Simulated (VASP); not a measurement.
Wanted: the native input for a VASP 6.6.1 run.

| Quantity | Value |
| --- | --- |
| Task | single point |
| Functional | PBE |
| Potentials or basis | VASP PAW PBE potentials, release 64 (Ba_sv, Te) |
| Cutoff | 520 eV |
| k mesh | 6 × 6 × 6 |
| Occupations | fermi-dirac, width 0.1 eV |
| Spin | no spin polarisation |
| Dipole correction | no |
| Further INCAR settings | ALGO = Fast; EDIFF = 1e-06; NBANDS = 15 |

The structure of BaTe lies in POSCAR:

```
BaTe
1.0
    0.0000000000      3.4794750000      3.4794750000
    3.4794750000      0.0000000000      3.4794750000
    3.4794750000      3.4794750000      0.0000000000
Ba Te
1 1
Direct
    0.0000000000      0.0000000000      0.0000000000
    0.5000000000      0.5000000000      0.5000000000
```

These files were run (other wordings do the same):

INCAR

```
  PREC = Accurate
  ENCUT = 520
  EDIFF = 1E-6
  ISMEAR = -1
  SIGMA = 0.1
  LREAL = False
  LASPH = True
  NELM = 100
  ALGO = Fast
  ISIF = 2
  LWAVE = False
  LCHARG = False
  GGA = PE
  NBANDS = 15
```

KPOINTS

```
regular mesh
0
Gamma
  6 6 6
```

Potentials or basis: VASP PAW PBE potentials, release 64 (Ba_sv, Te).

Launch:

```sh
$ cat potpaw_PBE.64/Ba_sv/POTCAR potpaw_PBE.64/Te/POTCAR > POTCAR
$ mpirun -np 1 vasp_std > vasp.out
```

Results of the run:

```yaml
Pressure: 1.8 GPa
Band_gap_on_the_k_mesh: 1.48 eV, indirect (least direct gap 1.86 eV)
```

Caveat: spin-orbit coupling is left out, which moves the levels of the heavy elements.

Wall time 14 s on 1 thread of Intel(R) Xeon(R) 6975P-C (Granite Rapids) (shared host), peak memory 0.23 GiB.
